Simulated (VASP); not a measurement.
Write the native input for VASP 6.6.1 that does the following.

| Property | Result |
| --- | --- |
| Task | relaxation of cell and atoms |
| Functional | PBEsol |
| Potentials or basis | VASP PAW PBE potentials, release 64 (Sr_sv, Ti_sv, O) |
| Cutoff | 600 eV |
| k mesh | 8 × 8 × 8 |
| Occupations | gaussian, width 0.03 eV |
| Spin | no spin polarisation |
| Further INCAR settings | ALGO = Normal; EDIFF = 1e-06; IBRION = 2; EDIFFG = -0.01; NSW = 90; ISIF = 3 |

The structure of SrTiO3 (Tausonite) lies in POSCAR:

```
SrTiO3
1.0
    3.9052800000      0.0000000000      0.0000000000
    0.0000000000      3.9052800000      0.0000000000
    0.0000000000      0.0000000000      3.9052800000
Sr Ti O
1 1 3
Direct
    0.5000000000      0.5000000000      0.5000000000
    0.0000000000      0.0000000000      0.0000000000
    0.5000000000      0.0000000000      0.0000000000
    0.0000000000      0.5000000000      0.0000000000
    0.0000000000      0.0000000000      0.5000000000
```

The input as run:

INCAR

```
SYSTEM = SrTiO3
ALGO = Normal
EDIFF = 1E-6
EDIFFG = -0.01
ENCUT = 600
GGA = PS
IBRION = 2
ISIF = 3
ISMEAR = 0
KPAR = 2
LASPH = .TRUE.
LCHARG = .FALSE.
LREAL = .FALSE.
LWAVE = .FALSE.
NELM = 80
NSW = 90
PREC = Accurate
SIGMA = 0.03
```

KPOINTS

```
k-points
0
G
  8 8 8
  0 0 0
```

Potentials or basis: VASP PAW PBE potentials, release 64 (Sr_sv, Ti_sv, O).

Launch:

```console
$ cat potpaw_PBE.64/Sr_sv/POTCAR potpaw_PBE.64/Ti_sv/POTCAR potpaw_PBE.64/O/POTCAR > POTCAR
$ mpirun -np 2 vasp_std > vasp.out
```

It gave:

```yaml
Relaxed_volume: 11.82 Å³/atom
Relaxed_cell: a = 3.895 Å, b = 3.895 Å, c = 3.895 Å, α = 90.00°, β = 90.00°, γ = 90.00°
Space_group_after_relaxing_to_0.05_Å: Pm-3m (No. 221)
Energy_gained_by_relaxing: 0.5 meV/atom
Ionic_steps: 3
Pressure_after_relaxing: 0.0 GPa
Band_gap_on_the_k_mesh: 1.82 eV, indirect (least direct gap 2.17 eV)
```

Caveat: the PAW data sets were made with another functional, which shifts forces and pressure a little.

It took 35 s on 2 MPI ranks on Intel(R) Xeon(R) Platinum 8559C (Emerald Rapids), on a shared host, peak memory 0.22 GiB a rank.
